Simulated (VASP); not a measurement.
Write the native input for VASP 6.6.1 that does the following.

```yaml
Task: relaxation of cell and atoms
Functional: PBE
Potentials_or_basis: VASP PAW PBE potentials, release 64 (Cd, Te)
Cutoff: 600 eV
k_mesh: 8 × 8 × 8
Occupations: gaussian, width 0.02 eV
Spin: no spin polarisation
Dipole_correction: no
Further_INCAR_settings: ALGO = Fast; EDIFF = 1e-06; IBRION = 2; EDIFFG = -0.005; NSW = 100; ISIF = 3
```

The structure of CdTe lies in POSCAR:

```
CdTe
1.0
    0.0000000000      3.2821135600      3.2821135600
    3.2821135600      0.0000000000      3.2821135600
    3.2821135600      3.2821135600      0.0000000000
Cd Te
1 1
Direct
    0.0000000000      0.0000000000      0.0000000000
    0.7500000000      0.7500000000      0.7500000000
```

The cell is a database's computed one.

The input as run:

INCAR

```
SYSTEM = CdTe
PREC = Accurate ; ENCUT = 600
EDIFF = 1E-6 ; ISMEAR = 0
SIGMA = 0.02 ; LREAL = .FALSE.
LASPH = .TRUE. ; NELM = 100
ALGO = Fast ; ISIF = 3
LWAVE = .FALSE. ; LCHARG = .FALSE.
GGA = PE ; IBRION = 2
NSW = 100 ; EDIFFG = -0.005
```

KPOINTS

```
regular mesh
0
G
  8 8 8
  0 0 0
```

Potentials or basis: VASP PAW PBE potentials, release 64 (Cd, Te).

Run with:

```console
$ cat potpaw_PBE.64/Cd/POTCAR potpaw_PBE.64/Te/POTCAR > POTCAR
$ mpirun -np 1 vasp_std > vasp.out
```

Results of the run:

- Relaxed volume: 36.31 Å³/atom
- Relaxed cell: a = 4.683 Å, b = 4.683 Å, c = 4.683 Å, α = 60.00°, β = 60.00°, γ = 60.00°
- Space group after relaxing (to 0.05 Å): F-43m (No. 216)
- Energy gained by relaxing: 2.9 meV/atom
- Ionic steps: 3
- Pressure after relaxing: 0.0 GPa
- Band gap on the k mesh: 0.58 eV, direct

Caveat: spin-orbit coupling is left out, which moves the levels of the heavy elements.

Run time: 50 s on 1 thread of AMD EPYC 9R45 96-Core Processor (Zen 5), on a shared host, peak memory 0.22 GiB.
